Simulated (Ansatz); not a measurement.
# HfS2: the cost of one run

Method: DFT PBE+D3(BJ), scalar-relativistic, plane waves, PAW, in Ansatz 0.2.0.

3 further runs of the same task are left out: 3 set aside as unsound or not needed.

## Step 1: Starting point

The structure is trigonal, space group P-3m1 (No. 164). Conventional cell: a = 3.606 Å, b = 3.606 Å, c = 5.770 Å, α = 90.00°, β = 90.00°, γ = 120.00°. Hf (site symmetry -3m) is surrounded by 6 S at 2.54 Å. Around S (site symmetry 3m) lie 3 Hf at 2.54 Å.

Structure file:

```cif
data_structure
_symmetry_space_group_name_H-M 'P-3m1'
_symmetry_Int_Tables_number 164
_cell_length_a 3.6059
_cell_length_b 3.6059
_cell_length_c 5.7704
_cell_angle_alpha 90.000
_cell_angle_beta 90.000
_cell_angle_gamma 120.000
_cell_volume 64.98
loop_
_atom_site_label
_atom_site_type_symbol
_atom_site_symmetry_multiplicity
_atom_site_Wyckoff_symbol
_atom_site_fract_x
_atom_site_fract_y
_atom_site_fract_z
_atom_site_occupancy
Hf1 Hf 1 a 0.00000 0.00000 0.00000 1
S1 S 2 d 0.66667 0.33333 0.74761 1
```

It goes back to an entry of the Materials Project.

This cell was relaxed beforehand with the same method: volume 21.66 Å³/atom, gap on the mesh 0.85 eV.

## Step 2: The reference cell

Reference values: F = -17531.1643 eV; pressure -0.01 GPa; largest force 0.001 eV/Å; gap on the mesh 0.85 eV. It was computed beforehand with the settings of the runs below.

## Step 3: Normal modes

input.yaml reads:

```yaml
crystal:
  lattice:
    - [3.6058628374, 0.0, 0.0]
    - [-1.8029314187, 3.1227688198, 0.0]
    - [0.0, 0.0, 5.7703877713]
  atoms:
    - { symbol: Hf, position: [0.0, 0.0, 0.0] }
    - { symbol: S, position: [0.6666666667, 0.3333333333, 0.7476059872] }
    - { symbol: S, position: [0.3333333333, 0.6666666667, 0.2523940128] }
basis:
  ecutwfc: 420
kpoints:
  mp_grid: { grid: [12, 12, 6] }
hamiltonian:
  xc: pbe
  dispersion: d3bj
scf:
  occupations: { method: gaussian, width: 0.05 }
output:
  eigenvalues: true
phonons:
  method: fd
  supercell: [1, 1, 1]
  amplitude: 0.02
  eigenvectors: true
  dielectric: false
```

On the command line:

```
> ansatz run input.yaml --threads 2 --pin off --max-ram 5120MiB --backend cpu --events-out ev --progress --plain --runs-dir out
```

Q: Estimate wall time and peak memory on 2 threads of Arm Neoverse V1, shared host.

About 56 s, with a peak of 0.66 GiB.
